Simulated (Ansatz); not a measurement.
System: zinc-blende InN (metastable phase). Method: r²SCANh (Ansatz, an electronic-structure program, plane waves, PAW).

Settings: plane-wave cutoff 520 eV, 10×10×10 k mesh, Fermi–Dirac smearing 0.01 eV, scalar-relativistic PAW data made under PBE.

Properties against volume:

```csv
V (Å³/atom),P (GPa),direct gap at Γ (eV)
14.679,8.53,0.580
15.065,4.02,0.492
15.575,-1.06,0.374
15.837,-3.33,0.314
16.224,-6.31,0.225
```

A straight line through the gaps at Γ against ln V gives a volume deformation potential dE_g(Γ)/d ln V of -3.5 eV: the gap at Γ widens under compression.

Measured, for comparison: band gap 0.61 eV (low temperature, zero-point motion not removed, photoluminescence, epilayer; as tabulated in Schörmann, As, Lischka, Schley, Goldhahn et al., Appl. Phys. Lett. 89, 261903 …).

Spin–orbit coupling is not included.
